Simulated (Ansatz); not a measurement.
The system is In.

```
In
1.0
     3.36384    0.00000    0.00000
    -1.68192    2.91317    0.00000
     0.00000    0.00000   10.79971
In
4
Direct
  0.66343 0.34282 0.74986
  0.99763 0.98141 0.49967
  0.32634 0.66306 0.24601
  0.99619 0.99124 0.99982
```

This isn't the form of In at room conditions, which is tetragonal.

The cell isn't the ideal one: atoms moved at random, drawn with an rms of 0.05 Å.

Below is the output of Ansatz 0.2.0 for this cell. Logs are shortened: lines on timing, memory, paths and dates and some standing lists are left out, and cuts for length are marked.

```text
Warning: RAYON_NUM_THREADS=2 ignored (pool sized by the plan → 2); use --threads N
Engine: ansatz 0.2.0, x86_64-unknown-linux-gnu
Pseudopotentials: kind: paw
Pseudopotential: In, paw, valence charge 13, recommended cutoff 420 eV (normal), In.paw.azcp
Functional definition: PBE
  parameter kappa = 0.804
  parameter beta = 0.06672455060314922
  exchange = pbe_x(kappa = kappa, mu = beta*pi^2/3)
  correlation = pbe_c(beta = beta)
Crystal: 4 atoms, lattice volume = 105.831 Å³
Basis set: ecut = 420 eV, 2125 PW (Γ), exchange–correlation on 48×48×150 points (8 copies of the dense FFT grid, shifted against one another)
Bands: 32, of which v1, the nominal top of the filled ones, is band 26 counted from 1 (25 counted from 0)
Symmetry: 1 space group operations
Space group: P1 (ITA 1), of the structure as read, at distance tolerance 4.7e-5 Å
k-points: 122 of 243 (time reversal used)
Non-local potential: In, projectors of the file, l = 0: 2, l = 1: 2, l = 2: 2, l = 3: 2
PAW form: soft (Blöchl's): semilocal exchange-correlation on the pseudo side does not see the compensation charge
PAW one-centre angular grid: In, 590 points (default); XC on 64 Gauss nodes
Initial density: superposition of atomic densities (neutral atoms: chi_scale 0, normalization atom), corrected by the library's trained network
Initial wavefunctions: pseudopotential atomic-orbital guess
Functional: x = pbe(κ = 0.804, μ = 0.2195149727645171), c = pbe(β = 0.06672455060314922)
SCF iter   1: F=—  HF=-22391.344043 eV  |F-HF|=—  |Δ(HF+E_count)|=         —  Δρ=1.33e-3  dr2=2.25e-3  ethr=1.77e-3  ⟨swp⟩=6.6  Hψ=16493  notcnv=0  defer=4
preconditioner: auto → Kerker (q_TF=auto, 2.424 Å⁻¹)  [metal: Δε(μ)=0.001 eV  Ē_g=15.155 eV  σ=0.050 eV  W_gap=0.00  n_scr=26 (ndim 8)  ℏωp=26.0 eV  f_vac=0.000  D(μ)=3.06/eV (n_scr^D=24)]
SCF iter   2: F=—  HF=-22391.339642 eV  |F-HF|=—  |Δ(HF+E_count)|=   4.40e-3  Δρ=6.70e-4  dr2=1.12e-3  ethr=4.32e-6  ⟨swp⟩=2.0  Hψ=8042  notcnv=0  defer=4
SCF iter   3: F=—  HF=-22391.339510 eV  |F-HF|=—  |Δ(HF+E_count)|=   1.32e-4  Δρ=5.24e-4  dr2=2.73e-4  ethr=2.15e-6  ⟨swp⟩=2.1  Hψ=6971  notcnv=0  defer=4
SCF iter   4: F=—  HF=-22391.339454 eV  |F-HF|=—  |Δ(HF+E_count)|=   5.56e-5  Δρ=2.37e-4  dr2=4.97e-5  ethr=5.25e-7  ⟨swp⟩=1.6  Hψ=3948  notcnv=0  defer=4
SCF iter   5: F=—  HF=-22391.339431 eV  |F-HF|=—  |Δ(HF+E_count)|=   2.33e-5  Δρ=5.68e-5  dr2=2.02e-6  ethr=9.55e-8  ⟨swp⟩=2.0  Hψ=6992  notcnv=0  defer=4
SCF iter   6: F=—  HF=-22391.339431 eV  |F-HF|=—  |Δ(HF+E_count)|=   4.60e-7  Δρ=2.02e-5  dr2=2.58e-7  ethr=3.88e-9  ⟨swp⟩=2.4  Hψ=7042  notcnv=0  defer=4
SCF iter   7: F=-22391.339430 eV  HF=-22391.339430 eV  |F-HF|=1.10e-9  |Δ(HF+E_count)|=   1.11e-7  Δρ=1.46e-6  dr2=2.11e-9  ethr=1.92e-10  ⟨swp⟩=6.2  Hψ=13054  notcnv=0
SCF 1 converged in 7 iterations: F = -22391.339430 eV  dr2 = 2.11e-9
  greatest PAW one-centre occupation: 0.981 electrons in one spin orbital (limit 2), on the In atom at site 1 (counted from 0), in its partial waves of l = 2
SCF converged after 7 iterations
Free energy (F): -22391.339430 eV
Harris-Foulkes:  -22391.339430 eV  (|F-HF|=1.10e-9)
Internal energy: -22391.316487 eV  (E = F + TS)
E sigma→0 (E₀):  -22391.327959 eV
Entropy (-TS):   -0.022943 eV (-5.736 meV/atom)
Fermi energy:    10.096235 eV
--- Per-component energies (eV) ---
  E_band       = -100.970994
  E_kinetic    = 965.163146
  E_local      = -4328.664163  (includes V_loc(G=0)·N_el)
  E_nonlocal   = 1464.231833
  E_hartree    = 1696.809890
  E_xc         = -864.097909
  E_vxc        = -400.025674  (∫ρ·V_xc dr)
  E_paw        = -16608.230345  (= ΣΔE_a)
  E_vpaw       = -1195.298114  (= ΣTr[D̂ρ^β])
  E_aug_tail   = 0.000101  (compensation charges beyond the density's cutoff)
  E_ewald      = -4716.529040
  E_smearing   = -0.022943  (= −TS)
  E_closure    = 0.000000  (closes the sum)
  Σ components = -22391.339430   (vs F -22391.339430, Δ=0.00e0)
--- Forces (eV/Å), atoms counted from 1 ---
  atom   1  In     0.00551648    -0.01240854     0.01941061
  atom   2  In    -0.00648297     0.01079392    -0.06187409
  atom   3  In     0.00598250    -0.00589294     0.10866708
  atom   4  In    -0.00501597     0.00750753    -0.06620406
  max |Σ_I F_I| component: 4.62e-7 eV/Å
--- Stress (GPa, compression-positive) ---
        1.303303       0.021924       0.002025
        0.021924       1.448857      -0.004276
        0.002025      -0.004276       2.122354
  P = ⅓ Tr σ = 1.6248 GPa (16.248 kbar)
--- Band table (eV; the first three rows and the last of 122) ---
  k-point 0: bands = ["-4.5870", "-4.5522", "-4.5356", "-4.5347", "-4.5263", "-4.5126", "-4.5120", "-4.5071", "-4.4888", "-4.4847", "-4.4651", "-4.4637", "-4.4017", "-4.3942", "-4.3123", "-4.3082", "-4.2953", "-4.2931", "-4.2092", "-4.2026", "0.6316", "1.9947", "2.0949", "5.9737", "6.8329", "13.4203", "13.5203", "18.1457", "18.2066", "19.0261", "19.0404", "19.1865"]
  k-point 1: bands = ["-4.5806", "-4.5643", "-4.5271", "-4.5254", "-4.5195", "-4.5094", "-4.5089", "-4.5063", "-4.4964", "-4.4929", "-4.4795", "-4.4781", "-4.3827", "-4.3762", "-4.3446", "-4.3396", "-4.2612", "-4.2570", "-4.2209", "-4.2157", "0.7844", "1.2560", "3.1599", "4.5879", "8.5237", "10.8598", "16.2956", "18.2595", "18.3114", "18.6254", "18.6628", "19.1895"]
  k-point 2: bands = ["-4.5765", "-4.5558", "-4.5473", "-4.5283", "-4.5181", "-4.5105", "-4.4965", "-4.4827", "-4.4700", "-4.4608", "-4.4469", "-4.4333", "-4.4234", "-4.4041", "-4.3177", "-4.3068", "-4.3036", "-4.2945", "-4.2312", "-4.2055", "0.8675", "2.2354", "2.3348", "6.1716", "7.1073", "13.6146", "13.7104", "15.7715", "17.0033", "17.0727", "17.1043", "18.3728"]
  k-point 121: bands = ["-4.6581", "-4.6347", "-4.5861", "-4.5746", "-4.5349", "-4.5289", "-4.5103", "-4.4856", "-4.4701", "-4.4266", "-4.3420", "-4.3148", "-4.2974", "-4.2795", "-4.2633", "-4.2522", "-4.2417", "-4.2257", "-4.1943", "-4.1821", "3.9049", "4.3772", "6.2148", "7.4447", "8.4666", "8.9271", "10.4749", "11.6635", "11.7929", "12.7586", "13.2573", "13.8893"]
```

**Question.** Write the input and the command behind it.

**Answer.** Single point with PBE, no spin polarisation. The files as run (others can give the same):

input.yaml
```yaml
crystal:
  lattice:
    - [3.363843863, 0.0, 0.0]
    - [-1.6819219315, 2.9131742397, 0.0]
    - [0.0, 0.0, 10.79970836]
  atoms:
    - { symbol: In, position: [0.663431, 0.342825, 0.74986] }
    - { symbol: In, position: [-0.00237, -0.018592, 0.499668] }
    - { symbol: In, position: [0.326338, 0.663061, 0.246008] }
    - { symbol: In, position: [-0.003809, -0.00876, -0.000177] }
hamiltonian:
  xc: pbe
  pseudopotentials: { kind: paw }
kpoints:
  mp_grid: { grid: [9, 9, 3] }
scf:
  occupations: { method: fermi_dirac, width: 0.05 }
output:
  forces: true
  stress: true
  eigenvalues: true
```

Potentials or basis: Ansatz PAW.
The run is started by
```bash
$ ansatz run input.yaml --threads 2 --pin off --max-ram 5120MiB --backend cpu --events-out ev --progress --plain --runs-dir out
```
